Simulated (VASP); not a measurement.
A run of VASP 6.6.1:

POSCAR

```
W7S16                                   
1.0
    6.3064000000      0.0000000000      0.0000000000
   -3.1532000000      5.4615026064      0.0000000000
    0.0000000000      0.0000000000     12.3230000000
  W               S             
     7    16
Direct
     0.1771506134025024    0.8409721136414573    0.2502738557605926
     0.6600889549025040    0.3249395531950378    0.2497920519662818
     0.6608804553168719    0.8409238851361396    0.2505857771280570
     0.3337860276816839    0.1669226493161504    0.7501748566498880
     0.3337040406137868    0.6669051481322475    0.7502554827349326
     0.8338013837364395    0.1669189707087598    0.7501817329051209
     0.8336957549110013    0.6669147962461223    0.7502478524203655
     0.1671394975741160    0.3336980953088542    0.6233829077430999
     0.1670894144387585    0.8335658074901414    0.6232726549598593
     0.6671200945495419    0.3335311366659430    0.6232681530904689
     0.6669566334938563    0.8334706438750920    0.6232404764682387
     0.3306369951306403    0.1720419940258068    0.1257402692338762
     0.3363834546721210    0.6759667711245670    0.1224762715625558
     0.8334429050742788    0.1707436642345659    0.1249104832045659
     0.8333654411781360    0.6697742184694874    0.1270119851808412
     0.1670329206751053    0.3335228446248995    0.8770858235189122
     0.1671397544556909    0.8337423646125665    0.8772155126758974
     0.6671287877075623    0.3335674597071047    0.8772576959265066
     0.6670954745815001    0.8337072285124355    0.8771922471917962
     0.3337121059015805    0.1660321957700346    0.3771072633006525
     0.3300270727145486    0.6625620635178840    0.3740903423899515
     0.8306185797432241    0.1671760712780540    0.3763211221318825
     0.8331156375445402    0.6684903244066546    0.3735081818556499
```

The input INCAR.step1:

```
  PREC = Accurate
  ENCUT = 350
  EDIFF = 1E-5
  ISMEAR = 0
  SIGMA = 0.03
  LREAL = Auto
  LASPH = T
  NELM = 70
  ALGO = Normal
  ISIF = 2
  LWAVE = T
  LCHARG = F
  ISPIN = 2
  MAGMOM = 0 0 0 0 0 0 0 0 0 0 0 0.33 0.33 0.33 0 0 0 0 0 0.33 0.33 0.33 0
  LORBIT = 11
  NUPDOWN = 2
  LMAXMIX = 4
  ISYM = -1
  TIME = 0.4
  NKRED = 2
  GGA = PE
  KPAR = 2
```

Contents of INCAR.step2:

```
  PREC = Accurate
  ENCUT = 350
  EDIFF = 1E-4
  ISMEAR = 0
  SIGMA = 0.03
  LREAL = Auto
  LASPH = T
  NELM = 70
  ALGO = Damped
  ISIF = 2
  LWAVE = F
  LCHARG = F
  ISPIN = 2
  MAGMOM = 0 0 0 0 0 0 0 0 0 0 0 0.33 0.33 0.33 0 0 0 0 0 0.33 0.33 0.33 0
  LORBIT = 11
  NUPDOWN = 2
  LMAXMIX = 4
  GGA = PE
  LHFCALC = T
  HFSCREEN = 0.2
  PRECFOCK = Fast
  ISYM = -1
  TIME = 0.4
  NKRED = 2
  ISTART = 1
  KPAR = 2
```

The input KPOINTS:

```
Automatic mesh
0
Gamma
  2 2 2
```

Potentials or basis: VASP PAW PBE potentials, release 64 (W_sv, S).

The run is started by

```bash
$ cat potpaw_PBE.64/W_sv/POTCAR potpaw_PBE.64/S/POTCAR > POTCAR
$ cp INCAR.step1 INCAR
$ mpirun -np 4 vasp_std > vasp.out
$ cp INCAR.step2 INCAR
$ mpirun -np 4 vasp_std > vasp.out
```

Hardware: 4 MPI ranks on Intel(R) Xeon(R) Platinum 8559C (Emerald Rapids) (shared host).

Task: Estimate the wall time of this run.

Result: It took 65 min on 4 MPI ranks on Intel(R) Xeon(R) Platinum 8559C (Emerald Rapids) (shared host), peak memory 0.8 GiB a rank. Counts: scf iterations 47, k points 8.
